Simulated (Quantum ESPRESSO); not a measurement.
## CoO: equation of state with PBEsol

Crystal: CoO.

```
Co O
1.0
     1.50547    0.86918    2.43993
    -1.50547    0.86918    2.43993
     0.00000   -1.73837    2.43993
Co O
1 1
Direct
  0.00000 0.00000 0.00000
  0.50000 0.50000 0.50000
```

The cell is a database's computed one.

```json
{
 "Program": "Quantum ESPRESSO 7.5",
 "Task": "equation of state",
 "Functional": "PBEsol",
 "Potentials or basis": "GBRV 1.5 PBEsol",
 "Cutoff": "762 eV",
 "Density cutoff": "6095 eV",
 "k mesh": "11 × 11 × 11",
 "Occupations": "fermi-dirac, width 0.05 eV",
 "Spin": "collinear spin, ferromagnetic start",
 "Starting moments": "[2.0, 0.0] μB"
}
```

```yaml
Equilibrium_volume: 9.13 Å³/atom
Bulk_modulus_at_fixed_shape_and_positions: 193 GPa
Pressure_derivative_of_the_bulk_modulus: "2.7 (rough: it moves with the points fitted)"
```

Energy against volume, from the lowest point:
| volume (Å³/atom) | energy (meV/atom) |
| --- | --- |
| 9.003 | 0.85 |
| 9.195 | 0.00 |
| 9.387 | 3.74 |
| 9.578 | 11.90 |
| 9.770 | 24.16 |
| 9.961 | 40.16 |
| 10.153 | 59.50 |

All runs of the series together: 7.6 min on 2 threads of Arm Neoverse V2 (shared host).

Caveat: the fit is doubtful: noisy points or a state that changes with volume; the cell was scaled at fixed shape and fractional positions, which overstates the stiffness of a crystal with free parameters, most of all of layers and chains.
